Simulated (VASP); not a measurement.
# BeSe (F-43m) in VASP: notebook, part 2 of 2

VASP 6.6.1.

**4. Relaxation of the atoms, r2SCAN (a relaxed cell with its volume scaled by 1.02)**

The input, INCAR:

```
SYSTEM = BeSe
ALGO = Normal ; EDIFF = 1E-7
EDIFFG = -0.01 ; ENCUT = 600
IBRION = 2 ; ISIF = 2
ISMEAR = 0 ; LASPH = .TRUE.
LCHARG = .FALSE. ; LMIXTAU = .TRUE.
LREAL = .FALSE. ; LWAVE = .FALSE.
METAGGA = R2SCAN ; NELM = 80
NSW = 40 ; PREC = Accurate
SIGMA = 0.03
```

The input, KPOINTS:

```
k-points
0
G
  10 10 10
  0 0 0
```

The input, POSCAR:

```
BeSe                                    
1.0
    0.0000000000      2.6007716645      2.6007716645
    2.6007716645      0.0000000000      2.6007716645
    2.6007716645      2.6007716645      0.0000000000
  Be              Se            
     1     1
Direct
     0.0000000000000000    0.0000000000000000    0.0000000000000000
     0.2500000000000000    0.2500000000000000    0.2500000000000000
```

Potentials or basis: VASP PAW PBE potentials, release 64 (Be, Se).

Launch:

```console
$ cat potpaw_PBE.64/Be/POTCAR potpaw_PBE.64/Se/POTCAR > POTCAR
$ mpirun -np 1 vasp_std > vasp.out
```

OUTCAR:

```text
SYSTEM = BeSe
   EDIFF = 1E-7
   EDIFFG = -0.01
   ENCUT = 600
   IBRION = 2
   ISIF = 2
   ISMEAR = 0
   LASPH = .TRUE.
   LREAL = .FALSE.
   METAGGA = R2SCAN
   NELM = 80
   NSW = 40
   PREC = Accurate

 ion  position               nearest neighbor table
   1  0.000  0.000  0.000-   2 2.25   2 2.25   2 2.25   2 2.25
   2  0.250  0.250  0.250-   1 2.25   1 2.25   1 2.25   1 2.25

  LATTYP: Found a face centered cubic cell.
 ALAT       =     5.2015433290

  Lattice vectors:

 A1 = (   0.0000000000,   2.6007716645,   2.6007716645)
 A2 = (   2.6007716645,   0.0000000000,   2.6007716645)
 A3 = (   2.6007716645,   2.6007716645,   0.0000000000)

Analysis of symmetry for initial positions (statically):
=====================================================================
 Subroutine PRICEL returns:
 Original cell was already a primitive cell.

 Routine SETGRP: Setting up the symmetry group for a
 face centered cubic supercell.

 Subroutine GETGRP returns: Found 24 space group operations
 (whereof 24 operations were pure point group operations)
 out of a pool of 48 trial point group operations.

The static configuration has the point symmetry T_d .

Analysis of symmetry for dynamics (positions and initial velocities):
=====================================================================
 Subroutine PRICEL returns:
 Original cell was already a primitive cell.

 Routine SETGRP: Setting up the symmetry group for a
 face centered cubic supercell.

 Subroutine GETGRP returns: Found 24 space group operations
 (whereof 24 operations were pure point group operations)
 out of a pool of 48 trial point group operations.

The dynamic configuration has the point symmetry T_d .

 Subroutine INISYM returns: Found 24 space group operations
 (whereof 24 operations are pure point group operations),
 and found     1 'primitive' translations

----------------------------------------------------------------------------------------

                                     Primitive cell

  volume of cell :      35.1833

  direct lattice vectors                    reciprocal lattice vectors
     0.000000000  2.600771664  2.600771664    -0.192250633  0.192250633  0.192250633
     2.600771664  0.000000000  2.600771664     0.192250633 -0.192250633  0.192250633
     2.600771664  2.600771664  0.000000000     0.192250633  0.192250633 -0.192250633

  length of vectors
     3.678046561  3.678046561  3.678046561     0.332987865  0.332987865  0.332987865

  position of ions in fractional coordinates (direct lattice)
     0.000000000  0.000000000  0.000000000
     0.250000000  0.250000000  0.250000000

  ion indices of the primitive-cell ions
   primitive index   ion index
                 1           1
                 2           2

----------------------------------------------------------------------------------------

 KPOINTS: k-points

Automatic generation of k-mesh.
 Grid dimensions read from file:
 generate k-points for:   10   10   10

 Generating k-lattice:

  Cartesian coordinates                     Fractional coordinates (reciprocal lattice)
    -0.019225063  0.019225063  0.019225063     0.100000000  0.000000000  0.000000000
     0.019225063 -0.019225063  0.019225063     0.000000000  0.100000000  0.000000000
     0.019225063  0.019225063 -0.019225063     0.000000000  0.000000000  0.100000000

  Length of vectors
     0.033298786  0.033298786  0.033298786

  Shift w.r.t. Gamma in fractional coordinates (k-lattice)
     0.000000000  0.000000000  0.000000000

 Subroutine IBZKPT returns following result:
 ===========================================

 Found     47 irreducible k-points:

 Following reciprocal coordinates:
            Coordinates               Weight
  0.000000  0.000000  0.000000      1.000000
  0.100000  0.000000  0.000000      8.000000
  0.200000  0.000000  0.000000      8.000000
  0.300000  0.000000  0.000000      8.000000
  0.400000  0.000000  0.000000      8.000000
  0.500000  0.000000  0.000000      4.000000
[... 16 lines left out ...]
  0.300000  0.300000  0.000000      6.000000
  0.400000  0.300000  0.000000     24.000000
 [... further k-points ...]
   k-points           NKPTS =     47   k-points in BZ     NKDIM =     47   number of bands    NBANDS=      8
   number of dos      NEDOS =    301   number of ions     NIONS =      2
   total plane-waves  NPLWV =  27000
   dimension x,y,z NGX =    30 NGY =   30 NGZ =   30
   dimension x,y,z NGXF=    60 NGYF=   60 NGZF=   60
   ions per type =               1   1
   NGX,Y,Z   is equivalent  to a cutoff of  13.56, 13.56, 13.56 a.u.
   NGXF,Y,Z  is equivalent  to a cutoff of  27.12, 27.12, 27.12 a.u.
 SYSTEM =  BeSe
   PREC   = accura    normal or accurate (medium, high low for compatibility)
   ISTART =      0    job   : 0-new  1-cont  2-samecut
   ICHARG =      2    charge: 1-file 2-atom 10-const
   ISPIN  =      1    spin polarized calculation?
   LNONCOLLINEAR =      F non collinear calculations
   LSORBIT =      F    spin-orbit coupling
   LASPH  =      T    aspherical Exc in radial PAW
   ENCUT  =  600.0 eV  44.10 Ry    6.64 a.u.   7.35  7.35  7.35*2*pi/ulx,y,z
   NELM   =     80;   NELMIN=  2; NELMDL= -5     # of ELM steps
   EDIFF  = 0.1E-06   stopping-criterion for ELM
   LREAL  =      F    real-space projection
   EDIFFG = -.1E-01   stopping-criterion for IOM
   NSW    =     40    number of steps for IOM
   IBRION =      2    ionic relax: 0-MD 1-quasi-New 2-CG
   NFREE  =      1    steps in history (QN), initial steepest desc. (CG)
   ISIF   =      2    stress and relaxation
   ISYM   =      2    0-nonsym 1-usesym 2-fastsym
   POTIM  = 0.5000    time-step for ionic-motion
   TEBEG  =    0.0;   TEEND  =   0.0 temperature during run
   PSTRESS=    0.0 pullay stress
   NELECT =       8.0000    total number of electrons
   NUPDOWN=      -1.0000    fix difference up-down
   EMIN   =  10.00;   EMAX   =-10.00  energy-range for DOS
   EFERMI =   0.00;   METHOD = LEGACY
   ISMEAR =     0;   SIGMA  =   0.03  broadening in eV -4-tet -1-fermi 0-gaus
   EFERMI_NEDOS =   21; number of points for ismear=-14 and -15
   IALGO  =     38    algorithm
   IMIX   =      4    mixing-type and parameters
     AMIX     =   0.40;   BMIX     =  1.00
     AMIX_MAG =   1.60;   BMIX_MAG =  1.00
  volume/ion in A,a.u.               =      17.59       118.71
  Fermi-wavevector in a.u.,A,eV,Ry     =   0.999216  1.888244 13.584494  0.998432
  Thomas-Fermi vector in A             =   2.131491
   LORBIT       =      0    0 simple, 1 ext, 2 COOP (PROOUT), +10 PAW based schemes
   METAGGA = R2SCAN    functional components
   LHFCALC =     F    Hartree Fock is set to
   AEXX    =    0.0000 exact exchange contribution
   IVDW    =     0    specifies the selected vdW correction
   LEPSILON=     F    determine dielectric tensor
   LRPA    =     F    only Hartree local field effects (RPA)
 conjugate gradient relaxation of ions
 non-spin polarized calculation
 Gauss-broadening in eV      SIGMA  =   0.03
  energy-cutoff  :      600.00
  volume of cell :       35.18
 maximum number of plane-waves:      1211
 NGX is ok and might be reduce to    30
   NGX = 15   NGY = 15   NGZ = 15

 number of electron       8.0000000 magnetization

 Free energy of the ion-electron system (eV)
  ---------------------------------------------------
  ext. energy  EPLUGINS =         0.00000000
  ---------------------------------------------------
  free energy    TOTEN  =       -20.52634185 eV

  energy without entropy =      -20.52634185  energy(sigma->0) =      -20.52634185

 E-fermi :   2.9661     XC(G=0):  -9.7133

 val. band max:        2.8005088530   @ k =   0.0000   0.0000   0.0000
 cond. band min:       5.9706624240   @ k =   0.5000   0.5000   0.0000
 fundamental gap:      3.1701535710
 Fermi energy:         2.9661009661

 k-point     1 :       0.0000    0.0000    0.0000
  band No.  band energies     occupation
      1     -11.3123      2.00000
      2       2.8005      2.00000
      3       2.8005      2.00000
      4       2.8005      2.00000
      5       7.6634      0.00000
      6       8.3987      0.00000
      7       8.3987      0.00000
      8       8.3987      0.00000
[... 243 lines left out ...]
 k-point    24 :       0.4000    0.3000    0.0000
  band No.  band energies     occupation
      1      -9.9670      2.00000
      2      -1.4633      2.00000
      3       0.3869      2.00000
      4       0.6443      2.00000
      5       6.8074      0.00000
      6       8.4464      0.00000
      7      12.6693      0.00000
      8      12.9374      0.00000

 [... further k-points ...]

------------------------ aborting loop because EDIFF is reached ----------------------------------------

  FORCE on cell =-STRESS in cart. coord.  units (eV):
  Direction    XX          YY          ZZ          XY          YZ          ZX
  --------------------------------------------------------------------------------------
  -------------------------------------------------------------------------------------
  Total       -0.3352603     -0.3352603     -0.3352603      0.0000000      0.0000000      0.0000000
  in kB      -15.2670829    -15.2670829    -15.2670829      0.0000000      0.0000000      0.0000000
  external PRESSURE =     -15.2670829 kB  Pullay stress =       0.0000000 kB

 VOLUME and BASIS-vectors are now :
 -----------------------------------------------------------------------------
  energy-cutoff  :      600.00
  volume of cell :       35.18
      direct lattice vectors                 reciprocal lattice vectors
     0.000000000  2.600771664  2.600771664    -0.192250633  0.192250633  0.192250633
     2.600771664  0.000000000  2.600771664     0.192250633 -0.192250633  0.192250633
     2.600771664  2.600771664  0.000000000     0.192250633  0.192250633 -0.192250633

 POSITION                                       TOTAL-FORCE (eV/Angst)
 -----------------------------------------------------------------------------------
      0.00000      0.00000      0.00000         0.000000     -0.000000      0.000000
      1.30039      1.30039      1.30039        -0.000000      0.000000     -0.000000
 -----------------------------------------------------------------------------------
    total drift:                                0.000000      0.000000      0.000000

  FREE ENERGIE OF THE ION-ELECTRON SYSTEM (eV)
  ---------------------------------------------------
  free  energy   TOTEN  =       -20.5263418539 eV

  energy  without entropy=      -20.5263418539  energy(sigma->0) =      -20.52634185

 reached required accuracy - stopping structural energy minimisation
```

OSZICAR:

```text
N       E                     dE             d eps       ncg     rms          rms(c)
DAV:   1     0.130895618000E+02    0.13090E+02   -0.40451E+03   752   0.953E+02
DAV:   2    -0.209487688295E+02   -0.34038E+02   -0.32775E+02  1080   0.123E+02
DAV:   3    -0.218087756602E+02   -0.86001E+00   -0.86001E+00   856   0.267E+01
DAV:   4    -0.218113009111E+02   -0.25253E-02   -0.25253E-02  1248   0.166E+00
[... 10 lines left out ...]
DAV:  15    -0.205263394471E+02   -0.14553E-03   -0.39428E-05   752   0.672E-02    0.773E-03
DAV:  16    -0.205263414865E+02   -0.20394E-05   -0.16753E-06   816   0.168E-02    0.294E-03
DAV:  17    -0.205263420098E+02   -0.52331E-06   -0.27670E-07   784   0.737E-03    0.178E-03
DAV:  18    -0.205263417936E+02    0.21627E-06   -0.21861E-07   752   0.442E-03    0.889E-04
DAV:  19    -0.205263418539E+02   -0.60369E-07   -0.36814E-08   400   0.254E-03
   1 F= -.20526342E+02 E0= -.20526342E+02  d E =-.205263E+02
```

Wall time 80 s (1 thread of Intel Xeon Platinum 8488C (Sapphire Rapids), shared host); peak memory 0.18 GiB.

What came out:

```
Free energy             : -20.5263 eV
Pressure after relaxing : -1.5 GPa
Band gap on the k mesh  : 3.17 eV, indirect (least direct gap 4.86 eV)
```

Final structure:
```cif
data_structure
_symmetry_space_group_name_H-M 'P 1'
_symmetry_Int_Tables_number 1
_cell_length_a 3.6780
_cell_length_b 3.6780
_cell_length_c 3.6780
_cell_angle_alpha 60.000
_cell_angle_beta 60.000
_cell_angle_gamma 60.000
_cell_volume 35.18
loop_
_atom_site_label
_atom_site_type_symbol
_atom_site_fract_x
_atom_site_fract_y
_atom_site_fract_z
_atom_site_occupancy
Be1 Be 0.00000 0.00000 0.00000 1
Se1 Se 0.25000 0.25000 0.25000 1
```

Caveat: the relaxation stopped at its first step, so nothing moved; the PAW data sets were made with another functional, which shifts forces and pressure a little. A k mesh can miss the band edges.

**5. Relaxation of the atoms, r2SCAN (a relaxed cell with its volume scaled by 1.04)**

INCAR is that of step 4.

KPOINTS is that of step 4.

The input, POSCAR:

```
BeSe                                    
1.0
    0.0000000000      2.6176602654      2.6176602654
    2.6176602654      0.0000000000      2.6176602654
    2.6176602654      2.6176602654      0.0000000000
  Be              Se            
     1     1
Direct
     0.0000000000000000    0.0000000000000000    0.0000000000000000
     0.2500000000000000    0.2500000000000000    0.2500000000000000
```

Launch:

```console
$ cat potpaw_PBE.64/Be/POTCAR potpaw_PBE.64/Se/POTCAR > POTCAR
$ mpirun -np 1 vasp_std > vasp.out
```

It took 80 s on 1 thread of Intel Xeon Platinum 8488C (Sapphire Rapids), shared host; peak memory 0.18 GiB.

Results (log left out):

| Item | Value |
| --- | --- |
| Free energy | -20.5168 eV |
| Pressure after relaxing | -2.9 GPa |
| Band gap on the k mesh | 3.21 eV, indirect (least direct gap 4.71 eV) |

Final structure:
```yaml
crystal:
  lattice:
    - [0.00000, 2.61766, 2.61766]
    - [2.61766, 0.00000, 2.61766]
    - [2.61766, 2.61766, 0.00000]
  atoms:
    - { symbol: Be, position: [0.00000, 0.00000, 0.00000] }
    - { symbol: Se, position: [0.25000, 0.25000, 0.25000] }
```

Levels at points of the mesh, in eV from the valence-band top:
```csv
k point,band 1,band 2,band 3,band 4,band 5,band 6,band 7,band 8
"(0.00, 0.00, 0.00)",-13.99,0.00,0.00,0.00,4.71,5.60,5.60,5.60
"(0.50, 0.00, 0.00)",-12.71,-5.52,-1.02,-1.02,4.75,6.54,6.54,10.63
"(0.50, 0.50, 0.00)",-12.27,-4.96,-2.53,-2.53,3.21,4.70,12.32,12.32
```

Caveat: the relaxation stopped at its first step, so nothing moved; the PAW data sets were made with another functional, which shifts forces and pressure a little. A k mesh can miss the band edges.

**6. Overview**

| cell | gap on the mesh (eV) | pressure (GPa) |
| --- | --- | --- |
| atoms relaxed from: a relaxed cell with its volume scaled by 0.98 | 3.09 | 1.7 |
| atoms relaxed | 3.13 | 0.0 |
| atoms relaxed from: a relaxed cell with its volume scaled by 1.02 | 3.17 | -1.5 |
| atoms relaxed from: a relaxed cell with its volume scaled by 1.04 | 3.21 | -2.9 |

Alike in all rows: task relaxation of the atoms; level r2SCAN; potentials or basis VASP PAW PBE potentials, release 64 (Be, Se); no spin polarisation; k mesh 10 × 10 × 10; cutoff (eV) 600; smearing gaussian 0.03 eV.

Caveats: the relaxation stopped at its first step, so nothing moved; the PAW data sets were made with another functional, which shifts forces and pressure a little.

Absolute energies hang on the potentials; compare differences alone.
